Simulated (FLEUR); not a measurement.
# InP: equation of state with r2SCAN

**The experiment to reproduce.**

A printed reference work, data compilation reports, for a bulk crystal of InP: bulk modulus 71 GPa.

InP:

```xyz
2
Lattice="0.0000 2.9305 2.9305 2.9305 0.0000 2.9305 2.9305 2.9305 0.0000" Properties=species:S:1:pos:R:3 pbc="T T T"
In    0.0000    0.0000    0.0000
P     4.3957    4.3957    4.3957
```

* Program: FLEUR MaX-R8.1 (later development tree)
* Task: equation of state
* Functional: r2SCAN
* Potentials or basis: all-electron
* Basis: FLAPW
* Kmax: 5 1/bohr
* k mesh: 8 × 8 × 8
* Occupations: fermi-dirac, width 0.05 eV
* Spin: no spin polarisation
* Gmax: 15.5 1/bohr
* Muffin-tin radii: In 2.35, P 1.96 bohr
* lmax: In 10, P 8
* lnonsphr: In 10, P 8
* Local orbitals a species: In 5, P 4

- Equilibrium volume: 25.78 Å³/atom
- Bulk modulus: 68 GPa

Energy against volume, from the lowest point:
```tsv
volume (Å³/atom)	energy (meV/atom)
23.657	42.36
24.160	23.19
25.167	2.05
26.173	0.00
26.677	5.04
```

A measured bulk modulus of InP is 71 GPa (a printed reference work, data compilation); the calculated 68 GPa misses it by -3.6 %. The fit is for a static lattice scaled at fixed shape and fixed fractional positions.

Caveat: the meta-GGA is that of a development version, with a GGA for the radial functions and cores and without core tails.
